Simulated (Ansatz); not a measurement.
This run works on a proposed trial structure, not on a known crystal.

Input and command of a plane-wave DFT calculation in Ansatz:

```yaml
crystal:
  lattice:
    - [1.6058683354, -5.6237797946, 0.0]
    - [1.6058683354, 5.6237797946, 0.0]
    - [0.0, 0.0, 7.8629014261]
  atoms:
    - { symbol: K, position: [0.745048766, 0.254951234, 0.25] }
    - { symbol: K, position: [0.254951234, 0.745048766, 0.75] }
    - { symbol: Zn, position: [0.0, 0.0, 0.0] }
    - { symbol: Zn, position: [0.0, 0.0, 0.5] }
    - { symbol: F, position: [0.947200716, 0.052799284, 0.75] }
    - { symbol: F, position: [0.052799284, 0.947200716, 0.25] }
    - { symbol: F, position: [0.3817602957, 0.6182397043, 0.4566796503] }
    - { symbol: F, position: [0.6182397043, 0.3817602957, 0.5433203497] }
    - { symbol: F, position: [0.3817602957, 0.6182397043, 0.0433203497] }
    - { symbol: F, position: [0.6182397043, 0.3817602957, 0.9566796503] }
basis:
  ecutwfc: 500
kpoints:
  mp_grid: { grid: [8, 8, 4] }
hamiltonian:
  xc: r2scan
scf:
  occupations: { method: gaussian, width: 0.02 }
output:
  forces: true
  stress: true
  eigenvalues: true
```

```bash
ansatz run input.yaml --threads 1 --pin off --max-ram 2560MiB --backend cpu --events-out ev --progress --plain --runs-dir out
```

Processor: Intel(R) Xeon(R) Platinum 8259CL CPU @ 2.50GHz (Skylake/Cascade Lake), 1 thread, on a host shared with other jobs.

Estimate time, memory and problem size.

About 64 s, peak memory 1.2 GiB. It solves 52 bands at 63 k points (after reduction by symmetry) with about 3609 plane waves, in 8 SCF iterations.
